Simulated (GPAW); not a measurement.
Au, 1 atom in the cell. It takes space group Fm-3m (No. 225, cubic). The conventional cell has a = 4.070 Å, b = 4.070 Å, c = 4.070 Å, α = 90.00°, β = 90.00°, γ = 90.00°. Around Au (site symmetry m-3m) lie 12 Au at 2.88 Å. 

```yaml
Program: GPAW 26.7.0
Task: band structure
Functional: AM05
Potentials_or_basis: PAW data sets generated in the run's folder for this functional
Cutoff: 600 eV
Basis: pw
k_mesh: 11 × 11 × 11
Occupations: fermi-dirac, width 0.05 eV
Spin: spin-orbit coupling, no magnetisation
Maxiter: 150
Band_path: GXWKGLUWLK,UX
Band_points: 60
spin_axis_theta_degrees: 54.7
spin_axis_phi_degrees: 45
Soc_after_scf: second variation
```

Potentials or basis: PAW data sets generated in the run's folder for this functional, pw.

Run with:

```sh
$ gpaw-setup -f AM05 Au
$ OMP_NUM_THREADS=1 python run.py
```

Hardware: 1 thread of Intel(R) Xeon(R) Platinum 8488C (Sapphire Rapids) (shared host).

Task: Estimate the wall time of this run.

Result: Run time: 14 s on 1 thread of Intel(R) Xeon(R) Platinum 8488C (Sapphire Rapids), with other jobs on the host, peak memory 0.22 GiB. Counts: scf iterations 12, plane waves 572, bands 14, k points 56.
